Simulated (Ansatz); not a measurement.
**SnO2: single point with PBE**

SnO2:

```
CELL_PARAMETERS angstrom
1.61709 0.93363 4.80059
-1.61709 0.93363 4.80059
0.00000 -1.86726 4.80059
ATOMIC_POSITIONS crystal
Sn 0.50000 0.50000 0.50000
O 0.76283 0.76283 0.76283
O 0.23717 0.23717 0.23717
```

Measurements of this composition are mostly on another form, of space group No. 136.

```yaml
Program: Ansatz 0.2.0
Task: single point
Functional: PBE
Potentials_or_basis: Ansatz PAW
Cutoff: "420 eV (not typed: the program's choice for these potentials)"
k_mesh: 10 × 10 × 10
Occupations: gaussian, width 0.015 eV
Spin: no spin polarisation
```

```
Pressure               : -0.6 GPa
Largest force          : 0.133 eV/Å
Band gap on the k mesh : 1.94 eV, indirect (least direct gap 2.05 eV)
```

Forces on the atoms (eV/Å):
```
Sn   0.000  0.000  0.000
O    0.000  0.000  0.133
O    0.000  0.000 -0.133
```

Stress tensor (GPa, compression positive):
```
-0.46  0.00  0.00
 0.00 -0.46  0.00
 0.00  0.00 -0.75
```

Levels at points of the mesh, in eV from the valence-band top:
```tsv
k point	band 9	band 10	band 11	band 12	band 13	band 14	band 15	band 16	band 17
(0.00, 0.00, 0.00)	-1.25	-1.25	-0.88	-0.88	-0.11	1.94	5.72	11.04	11.04
(0.00, 0.00, -0.50)	-4.11	-2.92	-1.46	-0.58	-0.55	5.31	7.73	10.05	12.32
(0.00, -0.50, -0.50)	-4.34	-3.01	-1.14	-0.45	-0.02	5.05	6.92	10.71	11.31
(-0.50, -0.50, -0.50)	-1.32	-1.32	-1.24	-0.83	-0.83	3.19	5.64	11.21	11.21
```

Wall time 5.5 s on 2 threads of Intel(R) Xeon(R) Processor @ 2.70GHz (shared host), peak memory 0.39 GiB.

Caveat: the pressure holds a Pulay correction of +0.7 GPa for the finite cutoff; spin-orbit coupling is left out, which moves the levels of the heavy elements. A hybrid or GW would open this gap; PBE tends to underestimate it.
